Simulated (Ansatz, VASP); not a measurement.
## One calculation of Ru, two programs

```
Ru
1.0
     0.00000    1.88220    1.88220
     1.88220    0.00000    1.88220
     1.88220    1.88220    0.00000
Ru
1
Direct
  0.00000 0.00000 0.00000
```

Alike in both runs: functional PBEsol; k mesh 8 × 8 × 8; occupations gaussian, width 0.1 eV; no spin polarisation.

Ansatz relaxed the structure, and its values are those at the end. VASP's run is a single point on that final structure, the one shown.

```csv
,VASP,Ansatz
version,VASP 6.6.1,Ansatz 0.2.0
potentials or method,"VASP PAW PBE potentials, release 64 (Ru_pv)","scalar-relativistic, plane waves, PAW"
plane-wave cutoff (eV),520,420
valence electrons in the cell,14,16
```

Ansatz gave:

* gap on the k mesh at the Fermi level (eV): none
* pressure (GPa): 0.1

Q: Which values does VASP return?

A: gap on the k mesh at the Fermi level (eV): none; pressure (GPa): 0.0.

A gap of «none» marks a metal or a gap that the smearing closes. With one functional, cell and mesh, what is left measures potentials, basis and numerics. The two sets of potentials don't hold the same shells in valence.

Caveats: the k mesh is coarse (spacing up to 0.36 Å⁻¹), so the values aren't converged; the PAW data sets were made with another functional, which shifts forces and pressure a little (VASP).
